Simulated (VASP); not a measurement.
# In: single point with revPBE

The system is In.

```xyz
1
Lattice="-1.9308 1.9308 1.9308 1.9308 -1.9308 1.9308 1.9308 1.9308 -1.9308" Properties=species:S:1:pos:R:3 pbc="T T T"
In    0.0000    0.0000    0.0000
```

This isn't the form of In at room conditions, which is tetragonal.

```yaml
Program: VASP 6.6.1
Task: single point
Functional: revPBE
Potentials_or_basis: VASP PAW PBE potentials, release 64 (In_d)
Cutoff: 520 eV
k_mesh: 19 × 19 × 19
Occupations: fermi-dirac, width 0.1 eV
Spin: no spin polarisation
```

| Item | Value |
| --- | --- |
| Pressure | -0.1 GPa |
| Band gap on the k mesh | none (metal or under the smearing width) |

Levels at points of the mesh, in eV from the Fermi level:
```
           k point  band 4  band 5  band 6  band 7  band 8  band 9
(0.00, 0.00, 0.00)  -14.43  -14.43   -8.91   10.14   10.14   10.14
```

It took 28 s on 1 thread of Intel(R) Xeon(R) 6975P-C (Granite Rapids), on a shared host, peak memory 0.2 GiB.

Caveat: the PAW data sets were made with another functional, which shifts forces and pressure a little.
